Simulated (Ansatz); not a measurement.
## MgS (Niningerite) under changes of volume

One of the cells (17.609 Å³/atom); the others are scaled copies at fixed shape and fractional positions:

```xyz
2
Lattice="0.0000 2.6016 2.6016 2.6016 0.0000 2.6016 2.6016 2.6016 0.0000" Properties=species:S:1:pos:R:3 pbc="T T T"
S     2.6016    2.6016    2.6016
Mg    0.0000    0.0000    0.0000
```

| Item | Value |
| --- | --- |
| Program | Ansatz 0.2.0 |
| Functional | PBE0 |
| Potentials or basis | Ansatz PAW |
| Cutoff | 420 eV (not typed: the program's choice for these potentials) |
| k mesh | 6 × 6 × 6 |
| Occupations | fermi-dirac, width 0.05 eV |
| Spin | no spin polarisation |

```tsv
volume (Å³/atom)	energy over the lowest point (meV/atom)	pressure (GPa)	gap on the mesh (eV)
16.553	14.73	5.1	4.68
16.905	5.72	3.1	4.63
17.257	0.94	1.3	4.58
17.609	0.00	-0.4	4.53
17.962	?	?	?
18.314	8.16	-3.2	4.43
18.666	16.63	-4.5	4.38
```

**Question.** What does the run at 17.962 Å³/atom give?

**Answer.** Energy over the lowest point 2.51 meV/atom; pressure -1.9 GPa; gap on the mesh 4.48 eV.

Worked out: A Birch-Murnaghan fit of order 3 (a polynomial in V^(-2/3)) to the other rows has its minimum at 17.52 Å³/atom with B0 = V·E''(V) = 80 GPa and B' = 4.0. It gives 2.52 meV/atom at 17.962 Å³/atom, against the run's 2.51, and -dE/dV = -1.9 GPa, against -1.9. A straight line through the other rows of the gap, of slope -2.5 eV per unit of ln V, gives 4.48 eV, against the run's 4.48.

Energies are extrapolated to zero smearing.

Caveats: the PAW data sets come from PBE, with cores solved anew for the run's functional, which leaves a small shift of forces and pressure; the thresholds are loose for stress.

A mesh can miss the band edges.
